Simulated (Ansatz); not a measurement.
**Si: projected DOS by orbital**

```yaml
crystal:
  lattice:
    - [-2.25100, 2.36850, 1.27500]
    - [2.25100, -2.36850, 1.27500]
    - [2.25100, 2.36850, -1.27500]
  atoms:
    - { symbol: Si, position: [0.80700, 0.55700, 0.25000] }
    - { symbol: Si, position: [0.19300, 0.44300, 0.75000] }
```

Atom numbers follow the list: Si1, Si2.

The geometry is COD entry 9011656, unchecked; take it as a test cell.

Method: Ansatz 0.2.0, DFT, PBE, all-electron LAPW, scalar-relativistic.

Numerical set-up: a Γ-centred 16×16×16 k mesh, Fermi–Dirac smearing of 0.05 eV, basis error target 0.5 meV/atom, no spin polarisation.

States per eV for one atom of each kind, in 0.4 eV bins named by their centres, from the Fermi level, projected on a minimal set of Löwdin-orthogonalised atomic shells; orbitals are real harmonics on the Cartesian axes, equal curves share a column, and empty bins are left out, as is all above 1.7 eV, near the top of the computed bands.

Si1 3p:

```
# E all pz px py
-13.9 0.03 0.01 0.01 0.01
-13.5 0.05 0.02 0.02 0.02
-13.1 0.06 0.02 0.02 0.02
-12.7 0.07 0.02 0.02 0.02
-12.3 0.08 0.03 0.03 0.03
-11.9 0.09 0.03 0.03 0.03
-11.5 0.10 0.03 0.03 0.03
-11.1 0.10 0.04 0.03 0.03
-10.7 0.11 0.04 0.04 0.03
-10.3 0.12 0.04 0.04 0.04
-9.9 0.12 0.04 0.04 0.04
-9.5 0.13 0.04 0.04 0.04
-9.1 0.13 0.05 0.05 0.04
-8.7 0.14 0.05 0.05 0.04
-8.3 0.15 0.06 0.05 0.04
-7.9 0.14 0.05 0.05 0.04
-7.5 0.13 0.04 0.05 0.04
-7.1 0.14 0.04 0.05 0.05
-6.7 0.20 0.07 0.06 0.07
-6.3 0.20 0.06 0.07 0.07
-5.9 0.20 0.06 0.07 0.07
-5.5 0.24 0.08 0.07 0.08
-5.1 0.25 0.08 0.08 0.09
-4.7 0.25 0.08 0.08 0.09
-4.3 0.26 0.08 0.08 0.09
-3.9 0.28 0.09 0.09 0.10
-3.5 0.30 0.09 0.10 0.11
-3.1 0.32 0.10 0.10 0.12
-2.7 0.36 0.10 0.11 0.15
-2.3 0.40 0.11 0.11 0.18
-1.9 0.39 0.11 0.12 0.16
-1.5 0.34 0.10 0.11 0.13
-1.1 0.25 0.08 0.08 0.09
-0.7 0.24 0.08 0.08 0.08
-0.3 0.25 0.09 0.08 0.07
0.1 0.25 0.10 0.08 0.07
0.5 0.25 0.10 0.08 0.08
0.9 0.25 0.09 0.08 0.07
1.3 0.25 0.09 0.10 0.07
```

Si1 3s:

```
# E all
-13.9 0.06
-13.5 0.06
-13.1 0.07
-12.7 0.07
-12.3 0.08
-11.9 0.08
-11.5 0.09
-11.1 0.09
-10.7 0.09
-10.3 0.10
-9.9 0.11
-9.5 0.11
-9.1 0.12
-8.7 0.13
-8.3 0.14
-7.9 0.13
-7.5 0.12
-7.1 0.09
-6.7 0.11
-6.3 0.11
-5.9 0.09
-5.5 0.09
-5.1 0.09
-4.7 0.09
-4.3 0.08
-3.9 0.08
-3.5 0.08
-3.1 0.07
-2.7 0.07
-2.3 0.07
-1.9 0.06
-1.5 0.05
-1.1 0.04
-0.7 0.05
-0.3 0.07
0.1 0.07
0.5 0.07
0.9 0.06
1.3 0.07
```
